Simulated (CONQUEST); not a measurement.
Crystal: SnTe.

```
Te Sn
1.0
     4.45597    0.00000    0.00000
     0.00000    4.45597    0.00000
     0.00000    0.00000    6.30170
Te Sn
2 2
Direct
  0.00000 0.00000 0.50000
  0.50000 0.50000 0.00000
  0.00000 0.00000 0.00000
  0.50000 0.50000 0.50000
```

Base run:

```yaml
Program: CONQUEST 1.3
Functional: PBE
Potentials_or_basis: PseudoDojo NC PBE, SZ, grid cutoff 120 Ha
k_mesh: 6 × 6 × 4
Occupations: fermi-dirac, width 0.05 eV
Spin: no spin polarisation
```

Its results: band gap on the k mesh none (metal or under the smearing width); pressure 7.7 GPa.

Task: The run is repeated on the same cell with these changes: potentials or basis from PseudoDojo NC PBE, SZ, grid cutoff 120 Ha to PseudoDojo NC PBE, SZP, grid cutoff 120 Ha. What comes out?

Result: Band gap on the k mesh 0.08 eV; pressure 3.5 GPa.

Caveats: the atomic basis is small; the basis of atomic orbitals isn't converged, which shifts pressures, moduli and gaps; the real-space grid breaks the cell's symmetry a little; the box holds several primitive cells, so bands are folded and the points are those of the box's own zone (some runs); spin-orbit coupling is left out, which moves the levels of the heavy elements (some runs).

A k mesh can miss the band edges.
